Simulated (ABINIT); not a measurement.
# InP (F-43m) in ABINIT: a series of runs

One crystal, InP, is run at these levels: PBE, LDA; tasks: single point.

Everything below comes from runs of ABINIT 10.8.3 (patched build). Logs are shortened: lines on timing, memory, paths and dates and some standing lists are left out, and cuts for length are marked. The log counts tension as positive stress, the text compression.

**What was measured.**

From a printed reference work, data compilation, for a bulk crystal of InP at 1.6 K: band gap 1.4236 eV (direct).

The runs below are set against these values where they give the same quantity.

## Step 1: The crystal as given

It takes space group F-43m (No. 216, cubic). Conventional cell: a = 5.861 Å, b = 5.861 Å, c = 5.861 Å, α = 90.00°, β = 90.00°, γ = 90.00°. Around In (site symmetry -43m) lie 4 P at 2.54 Å. P (site symmetry -43m) has 4 In at 2.54 Å as nearest neighbours.

## Step 2: Single point, PBE

File run.abi:

```
# Pseudopotentials
pp_dirpath "./"
pseudos "In_ONCV_PBE-1.2.upf, P_ONCV_PBE-1.2.upf"

# Structure
acell 3*1.0
rprim
     0.0000000000     5.5378424082     5.5378424082
     5.5378424082     0.0000000000     5.5378424082
     5.5378424082     5.5378424082     0.0000000000
ntypat 2
znucl 49 15
natom 2
typat 1 2
xred
     0.0000000000     0.0000000000     0.0000000000
     0.7500000000     0.7500000000     0.7500000000

# Plane-wave basis
ecut 31.0

# k points
kptopt 1
ngkpt 6 6 6
nshiftk 1
shiftk 0.0 0.0 0.0

# Exchange and correlation
ixc 11

# Bands and occupations
nband 13
occopt 3
tsmear 0.00183747

# SCF cycle
nstep 100
tolvrs 1.0e-10

# Output
iomode 3
prtwf 0
prtden 0
prteig 0
prtebands 0
enunit 1
```

Potentials or basis: SG15 NC PBE v1.2.

The run is started by

```bash
> abinit run.abi > log 2>&1
```

run.abo:

```text
.Version 10.8.3 of ABINIT
 Symmetries : space group F-4 3 m (#216); Bravais cF (face-center cubic)
================================================================================
 Values of the parameters that define the memory need of the present run
     intxc =       0    ionmov =       0      iscf =       7    lmnmax =       6
     lnmax =       6     mgfft =      40  mpssoang =       3    mqgrid =    3001
     natom =       2  nloc_mem =       1    nspden =       1   nspinor =       1
    nsppol =       1      nsym =      24    n1xccc =       0    ntypat =       2
    occopt =       3   xclevel =       2
       mpw =        2822          nfft =       64000          nkpt =          16
================================================================================
================================================================================

--------------------------------------------------------------------------------
------------- Echo of variables that govern the present computation ------------
--------------------------------------------------------------------------------
 -outvars: echo values of preprocessed input variables --------
            acell      1.0000000000E+00  1.0000000000E+00  1.0000000000E+00 Bohr
              amu      1.14820000E+02  3.09737620E+01
             ecut      3.10000000E+01 Hartree
           enunit           1
              ixc          11
         kptrlatt        6    0    0      0    6    0      0    0    6
          kptrlen      4.69901510E+01
            natom           2
            nband          13
            ngfft          40      40      40
             nkpt          16
            nstep         100
             nsym          24
           ntypat           2
           occopt           3
           prtden           0
        prtebands           0
           prteig           0
            prtwf           0
            rprim      0.0000000000E+00  5.5378424082E+00  5.5378424082E+00
                       5.5378424082E+00  0.0000000000E+00  5.5378424082E+00
                       5.5378424082E+00  5.5378424082E+00  0.0000000000E+00
          spgroup         216
           tolvrs      1.00000000E-10
           tsmear      1.83747000E-03 Hartree
            typat      1  2
           xangst      0.0000000000E+00  0.0000000000E+00  0.0000000000E+00
                       4.3957499970E+00  4.3957499970E+00  4.3957499970E+00
            xcart      0.0000000000E+00  0.0000000000E+00  0.0000000000E+00
                       8.3067636123E+00  8.3067636123E+00  8.3067636123E+00
             xred      0.0000000000E+00  0.0000000000E+00  0.0000000000E+00
                       7.5000000000E-01  7.5000000000E-01  7.5000000000E-01
            znucl       49.00000   15.00000

================================================================================

 chkinp: Checking input parameters for consistency.

================================================================================
[... 93 lines left out ...]
 Atom  Sphere_radius  Integrated_density
    1        2.00000          9.90922732
    2        2.00000          2.78247668
================================================================================

 ----iterations are completed or convergence reached----

 Mean square residual over all n,k,spin=   25.808E-08; max=  53.448E-06
 reduced coordinates (array xred) for    2 atoms
       0.000000000000      0.000000000000      0.000000000000
       0.750000000000      0.750000000000      0.750000000000
 rms dE/dt=  0.0000E+00; max dE/dt=  0.0000E+00; dE/dt below (all hartree)
    1       0.000000000000      0.000000000000      0.000000000000
    2       0.000000000000      0.000000000000      0.000000000000

 cartesian coordinates (angstrom) at end:
    1      0.00000000000000     0.00000000000000     0.00000000000000
    2      4.39574999700532     4.39574999700532     4.39574999700532

 cartesian forces (hartree/bohr) at end:
    1     -0.00000000000000    -0.00000000000000    -0.00000000000000
    2     -0.00000000000000    -0.00000000000000    -0.00000000000000
 frms,max,avg= 0.0000000E+00 0.0000000E+00   0.000E+00  0.000E+00  0.000E+00 h/b

 cartesian forces (eV/Angstrom) at end:
    1     -0.00000000000000    -0.00000000000000    -0.00000000000000
    2     -0.00000000000000    -0.00000000000000    -0.00000000000000
 frms,max,avg= 0.0000000E+00 0.0000000E+00   0.000E+00  0.000E+00  0.000E+00 e/A
 length scales=  1.000000000000  1.000000000000  1.000000000000 bohr
              =  0.529177210544  0.529177210544  0.529177210544 angstroms
 Fermi (or HOMO) energy (eV) =   5.77100   Average Vxc (eV)=  -9.16018
 Eigenvalues (   eV  ) for nkpt=  16  k points:
 kpt#   1, nband= 13, wtk=  0.00463, kpt=  0.0000  0.0000  0.0000 (reduced coord)
  -8.86771   -8.86771   -8.86771   -8.71492   -8.71492   -6.12924    5.38753    5.38753
   5.38753    6.09885    9.48685    9.48685    9.48685
 prteigrs : prtvol=0 or 1, do not print more k-points.

--- !EnergyTerms
iteration_state     : {dtset: 1, }
comment             : Components of total free energy in Hartree
kinetic             :  3.53694519209253E+01
hartree             :  1.51172423919523E+01
xc                  : -8.69780721194019E+00
Ewald energy        : -4.48602020983076E+01
psp_core            :  1.47700543194426E+00
local_psp           : -4.69541649270042E+01
non_local_psp       : -1.03576428859714E+01
internal            : -5.89061173784015E+01
'-kT*entropy'       : -3.93438268116668E-07
total_energy        : -5.89061177718398E+01
total_energy_eV     : -1.60291712294078E+03
band_energy         : -3.00330595878623E+00
...

 Cartesian components of stress tensor (hartree/bohr^3)
  sigma(1 1)= -1.11030765E-04  sigma(3 2)=  0.00000000E+00
  sigma(2 2)= -1.11030765E-04  sigma(3 1)=  0.00000000E+00
  sigma(3 3)= -1.11030765E-04  sigma(2 1)=  0.00000000E+00

-Cartesian components of stress tensor (GPa)         [Pressure=  3.2666E+00 GPa]
- sigma(1 1)= -3.26663789E+00  sigma(3 2)=  0.00000000E+00
- sigma(2 2)= -3.26663789E+00  sigma(3 1)=  0.00000000E+00
- sigma(3 3)= -3.26663789E+00  sigma(2 1)=  0.00000000E+00

== END DATASET(S) ==============================================================
================================================================================

 -outvars: echo values of variables after computation  --------
            acell      1.0000000000E+00  1.0000000000E+00  1.0000000000E+00 Bohr
           etotal     -5.8906117772E+01
            fcart     -0.0000000000E+00 -0.0000000000E+00 -0.0000000000E+00
                      -0.0000000000E+00 -0.0000000000E+00 -0.0000000000E+00
            rprim      0.0000000000E+00  5.5378424082E+00  5.5378424082E+00
                       5.5378424082E+00  0.0000000000E+00  5.5378424082E+00
                       5.5378424082E+00  5.5378424082E+00  0.0000000000E+00
           strten     -1.1103076497E-04 -1.1103076497E-04 -1.1103076497E-04
                       0.0000000000E+00  0.0000000000E+00  0.0000000000E+00
           xangst      0.0000000000E+00  0.0000000000E+00  0.0000000000E+00
                       4.3957499970E+00  4.3957499970E+00  4.3957499970E+00
             xred      0.0000000000E+00  0.0000000000E+00  0.0000000000E+00
                       7.5000000000E-01  7.5000000000E-01  7.5000000000E-01
 Calculation completed.
```

Run time: 13 s. Hardware: 1 thread of Arm Neoverse V2, shared host; peak memory 0.07 GiB.

Results:

```
Free energy                                           : -1602.9171 eV
Pressure                                              : 3.3 GPa
Band gap on the k mesh                                : 0.71 eV, direct
Valence electrons inside the program's atomic spheres : In 9.91; P 2.78
```

Levels at points of the mesh, in eV from the valence-band top:
```tsv
k point	band 6	band 7	band 8	band 9	band 10	band 11	band 12	band 13
(0.00, 0.00, 0.00)	-11.52	0.00	0.00	0.00	0.71	4.10	4.10	4.10
(0.50, 0.00, 0.00)	-9.80	-5.73	-0.97	-0.97	1.50	4.81	4.81	7.13
(0.50, 0.50, 0.00)	-9.15	-5.75	-2.32	-2.32	1.77	2.27	9.24	9.60
```

Caveat: spin-orbit coupling is left out, which moves the levels of the heavy elements.

## Step 3: Single point, PBE

File run.abi:

```
pp_dirpath "./"
pseudos "In.upf, P.upf"

acell 3*1.0
rprim
     0.0000000000     5.5378424082     5.5378424082
     5.5378424082     0.0000000000     5.5378424082
     5.5378424082     5.5378424082     0.0000000000
ntypat 2
znucl 49 15
natom 2
typat 1 2
xred
     0.0000000000     0.0000000000     0.0000000000
     0.7500000000     0.7500000000     0.7500000000

ecut 31.0

kptopt 1
ngkpt 6 6 6
nshiftk 1
shiftk 0.0 0.0 0.0

ixc 11

nband 13
occopt 3
tsmear 0.00183747

nstep 100
tolvrs 1.0e-10

iomode 3
prtwf 0
prtden 0
prteig 0
prtebands 0
```

Potentials or basis: PseudoDojo NC SR PBE v0.4.1 standard.

The run is started by

```bash
> abinit run.abi > log 2>&1
```

run.abo:

```text
.Version 10.8.3 of ABINIT
 Symmetries : space group F-4 3 m (#216); Bravais cF (face-center cubic)
================================================================================
 Values of the parameters that define the memory need of the present run
     intxc =       0    ionmov =       0      iscf =       7    lmnmax =       6
     lnmax =       6     mgfft =      40  mpssoang =       3    mqgrid =    3001
     natom =       2  nloc_mem =       1    nspden =       1   nspinor =       1
    nsppol =       1      nsym =      24    n1xccc =    2501    ntypat =       2
    occopt =       3   xclevel =       2
       mpw =        2822          nfft =       64000          nkpt =          16
================================================================================
================================================================================

--------------------------------------------------------------------------------
------------- Echo of variables that govern the present computation ------------
--------------------------------------------------------------------------------
 -outvars: echo values of preprocessed input variables --------
            acell      1.0000000000E+00  1.0000000000E+00  1.0000000000E+00 Bohr
              amu      1.14820000E+02  3.09737620E+01
             ecut      3.10000000E+01 Hartree
              ixc          11
         kptrlatt        6    0    0      0    6    0      0    0    6
          kptrlen      4.69901510E+01
            natom           2
            nband          13
            ngfft          40      40      40
             nkpt          16
            nstep         100
             nsym          24
           ntypat           2
           occopt           3
           prtden           0
        prtebands           0
           prteig           0
            prtwf           0
            rprim      0.0000000000E+00  5.5378424082E+00  5.5378424082E+00
                       5.5378424082E+00  0.0000000000E+00  5.5378424082E+00
                       5.5378424082E+00  5.5378424082E+00  0.0000000000E+00
          spgroup         216
           tolvrs      1.00000000E-10
           tsmear      1.83747000E-03 Hartree
            typat      1  2
           xangst      0.0000000000E+00  0.0000000000E+00  0.0000000000E+00
                       4.3957499970E+00  4.3957499970E+00  4.3957499970E+00
            xcart      0.0000000000E+00  0.0000000000E+00  0.0000000000E+00
                       8.3067636123E+00  8.3067636123E+00  8.3067636123E+00
[... 122 lines left out ...]

 cartesian forces (hartree/bohr) at end:
    1      0.00000000000000     0.00000000000000    -0.00000000000000
    2     -0.00000000000000    -0.00000000000000     0.00000000000000
 frms,max,avg= 1.7457238E-29 2.7350235E-29   0.000E+00  0.000E+00  0.000E+00 h/b

 cartesian forces (eV/Angstrom) at end:
    1      0.00000000000000     0.00000000000000    -0.00000000000000
    2     -0.00000000000000    -0.00000000000000     0.00000000000000
 frms,max,avg= 8.9768727E-28 1.4064057E-27   0.000E+00  0.000E+00  0.000E+00 e/A
 length scales=  1.000000000000  1.000000000000  1.000000000000 bohr
              =  0.529177210544  0.529177210544  0.529177210544 angstroms
 Fermi (or HOMO) energy (hartree) =   0.17846   Average Vxc (hartree)=  -0.34602
 Eigenvalues (hartree) for nkpt=  16  k points:
 kpt#   1, nband= 13, wtk=  0.00463, kpt=  0.0000  0.0000  0.0000 (reduced coord)
  -0.35918   -0.35918   -0.35918   -0.35371   -0.35371   -0.25890    0.16440    0.16440
   0.16440    0.19047    0.31464    0.31464    0.31464
      occupation numbers for kpt#   1
   2.00000    2.00000    2.00000    2.00000    2.00000    2.00000    1.99905    1.99905
   1.99905    0.00289    0.00000    0.00000    0.00000
 prteigrs : prtvol=0 or 1, do not print more k-points.

--- !EnergyTerms
iteration_state     : {dtset: 1, }
comment             : Components of total free energy in Hartree
kinetic             :  4.44208266236400E+01
hartree             :  1.84137491865631E+01
xc                  : -2.21161464867711E+01
Ewald energy        : -4.48602020983076E+01
psp_core            :  1.76922566349129E+00
local_psp           : -5.72045033874481E+01
non_local_psp       : -1.38158748487173E+01
internal            : -7.33929253475497E+01
'-kT*entropy'       : -4.00079819887777E-07
total_energy        : -7.33929257476295E+01
total_energy_eV     : -1.99712325024135E+03
band_energy         : -3.60621916077828E+00
...

 Cartesian components of stress tensor (hartree/bohr^3)
  sigma(1 1)= -9.68087026E-05  sigma(3 2)=  0.00000000E+00
  sigma(2 2)= -9.68087026E-05  sigma(3 1)=  0.00000000E+00
  sigma(3 3)= -9.68087026E-05  sigma(2 1)=  0.00000000E+00

-Cartesian components of stress tensor (GPa)         [Pressure=  2.8482E+00 GPa]
- sigma(1 1)= -2.84821037E+00  sigma(3 2)=  0.00000000E+00
- sigma(2 2)= -2.84821037E+00  sigma(3 1)=  0.00000000E+00
- sigma(3 3)= -2.84821037E+00  sigma(2 1)=  0.00000000E+00

== END DATASET(S) ==============================================================
================================================================================

 -outvars: echo values of variables after computation  --------
            acell      1.0000000000E+00  1.0000000000E+00  1.0000000000E+00 Bohr
           etotal     -7.3392925748E+01
            fcart      9.1167451532E-30  9.1167451532E-30 -2.7350235460E-29
                      -9.1167451532E-30 -9.1167451532E-30  2.7350235460E-29
            rprim      0.0000000000E+00  5.5378424082E+00  5.5378424082E+00
                       5.5378424082E+00  0.0000000000E+00  5.5378424082E+00
                       5.5378424082E+00  5.5378424082E+00  0.0000000000E+00
           strten     -9.6808702635E-05 -9.6808702635E-05 -9.6808702635E-05
                       0.0000000000E+00  0.0000000000E+00  0.0000000000E+00
           xangst      0.0000000000E+00  0.0000000000E+00  0.0000000000E+00
                       4.3957499970E+00  4.3957499970E+00  4.3957499970E+00
             xred      0.0000000000E+00  0.0000000000E+00  0.0000000000E+00
                       7.5000000000E-01  7.5000000000E-01  7.5000000000E-01
 Calculation completed.
```

It took 17 s on 1 thread of Arm Neoverse V2, shared host; peak memory 0.08 GiB.

Results:

```
Free energy                                           : -1997.1233 eV
Band gap on the k mesh                                : 0.71 eV, direct
Valence electrons inside the program's atomic spheres : In 9.92; P 2.78
```

Levels at points of the mesh, in eV from the valence-band top:
| k point | band 5 | band 6 | band 7 | band 8 | band 9 | band 10 | band 11 | band 12 | band 13 |
| --- | --- | --- | --- | --- | --- | --- | --- | --- | --- |
| (0.00, 0.00, 0.00) | -14.10 | -11.52 | 0.00 | 0.00 | 0.00 | 0.71 | 4.09 | 4.09 | 4.09 |
| (0.50, 0.00, 0.00) | -14.09 | -9.80 | -5.73 | -0.97 | -0.97 | 1.50 | 4.80 | 4.80 | 7.12 |
| (0.50, 0.50, 0.00) | -14.06 | -9.15 | -5.75 | -2.32 | -2.32 | 1.76 | 2.26 | 9.24 | 9.58 |

Caveat: the cutoff is too short for stress, so the log's stress isn't used; spin-orbit coupling is left out, which moves the levels of the heavy elements.

## Step 4: Single point, LDA

File run.abi:

```
# Pseudopotentials
pp_dirpath "./"
pseudos "In.upf, P.upf"

# Structure
acell 4.1443528445 4.1443528445 4.1443528445 Angstrom
rprim
     0.0000000000     0.7071067812     0.7071067812
     0.7071067812     0.0000000000     0.7071067812
     0.7071067812     0.7071067812     0.0000000000
ntypat 2
znucl 49 15
natom 2
typat 1 2
xcart
     0.0000000000     0.0000000000     0.0000000000
     8.3067636123     8.3067636123     8.3067636123

# Plane-wave basis
ecut 31.0

# k points
kptopt 1
ngkpt 6 6 6
nshiftk 1
shiftk 0.0 0.0 0.0

# Exchange and correlation
ixc 7

# Bands and occupations
nband 13
occopt 3
tsmear 0.00183747

# SCF cycle
nstep 100
tolvrs 1.0e-10

# Output
iomode 3
prtwf 0
prteig 0
prtebands 0
enunit 1
prtvol 2
prtden 1
prtvha 1
prtvclmb 1
prtpot 1
prtelf 1
```

Potentials or basis: PseudoDojo NC SR LDA v0.4.1 standard.

The run is started by

```bash
> abinit run.abi > log 2>&1
```

It took 19 s on 1 thread of Arm Neoverse V1, shared host; peak memory 0.07 GiB.

It converged, with:

```
Free energy                                           : -1992.3715 eV
Band gap on the k mesh                                : 0.48 eV, direct
Valence electrons inside the program's atomic spheres : In 9.93; P 2.77
```

Levels at points of the mesh, in eV from the valence-band top:
```csv
k point,band 6,band 7,band 8,band 9,band 10,band 11,band 12,band 13
"(0.00, 0.00, 0.00)",-11.56,0.00,0.00,0.00,0.48,3.96,3.96,3.96
"(0.50, 0.00, 0.00)",-9.81,-5.84,-0.99,-0.99,1.31,4.70,4.70,6.92
"(0.50, 0.50, 0.00)",-9.14,-5.88,-2.36,-2.36,1.60,2.11,9.01,9.41
```

Caveat: the cutoff is too short for stress, so the log's stress isn't used; spin-orbit coupling is left out, which moves the levels of the heavy elements.

## Step 5: The runs side by side

```csv
level,potentials or basis,gap on the mesh (eV)
PBE,SG15 NC PBE v1.2,0.71
PBE,PseudoDojo NC SR PBE v0.4.1 standard,0.71
LDA,PseudoDojo NC SR LDA v0.4.1 standard,0.48
```

Alike in all rows: task single point; no spin polarisation; cell as given; k mesh 6 × 6 × 6; cutoff (eV) 844; smearing fermi-dirac 0.05 eV.

Caveats: spin-orbit coupling is left out, which moves the levels of the heavy elements.

Total energies depend on the potentials used, so only differences within one code and one set of settings carry meaning.

## Step 6: Comparison with measurements

Step 2. Measured gap of InP: 1.4236 eV (direct; 1.6 K; a printed reference work, data compilation). This calculation gives 0.71 eV (-0.71 eV). Spin-orbit coupling on In is left out. The value is that of PBE, without temperature or zero-point motion. Semilocal functionals fall short of measured gaps as a rule.

Step 3. A measured gap of InP is 1.4236 eV (direct; 1.6 K; a printed reference work, data compilation); the calculated 0.71 eV misses it by -0.71 eV. Spin-orbit coupling on In is left out. The value is that of PBE, without temperature or zero-point motion. Semilocal functionals fall short of measured gaps as a rule.

Step 4. Measured gap of InP: 1.4236 eV (direct; 1.6 K; a printed reference work, data compilation). This calculation gives 0.48 eV (-0.94 eV). Spin-orbit coupling on In is left out. The value is that of LDA, without temperature or zero-point motion. Semilocal functionals fall short of measured gaps as a rule.
